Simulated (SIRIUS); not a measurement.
Sn under changes of volume

One of the cells (27.901 Å³/atom); the others are scaled copies at fixed shape and fractional positions:

```
CELL_PARAMETERS angstrom
-2.04263 2.04263 1.67176
2.04263 -2.04263 1.67176
2.04263 2.04263 -1.67176
ATOMIC_POSITIONS crystal
Sn 0.00000 0.00000 0.00000
```

This isn't the form of Sn at room conditions, which is tetragonal (white tin).

| Property | Result |
| --- | --- |
| Program | SIRIUS 7.12.0 |
| Functional | PBEsol |
| Potentials or basis | PseudoDojo 0.4.1 PBEsol standard (scalar relativistic) |
| Cutoff | 983 eV |
| Density cutoff | 3932 eV |
| k mesh | 10 × 10 × 10 |
| Occupations | fermi-dirac, width 0.05 eV |
| Spin | no spin polarisation |

```csv
volume (Å³/atom),energy over the lowest point (meV/atom),pressure (GPa)
25.712,?,?
26.259,0.00,0.2
26.806,1.33,-0.9
27.901,14.02,-2.7
28.448,24.62,-3.5
28.995,37.63,-4.1
```

Q: What does the run at 25.712 Å³/atom give?

A: Energy over the lowest point 2.71 meV/atom; pressure 1.5 GPa.

Worked out: A Birch-Murnaghan fit of order 3 (a polynomial in V^(-2/3)) to the other rows has its minimum at 26.34 Å³/atom with B0 = V·E''(V) = 54 GPa and B' = 4.8 at fixed shape and positions, which overstates the stiffness. It gives 2.59 meV/atom at 25.712 Å³/atom, against the run's 2.71, and -dE/dV = 1.4 GPa, against 1.5.

Energies are extrapolated to zero smearing.
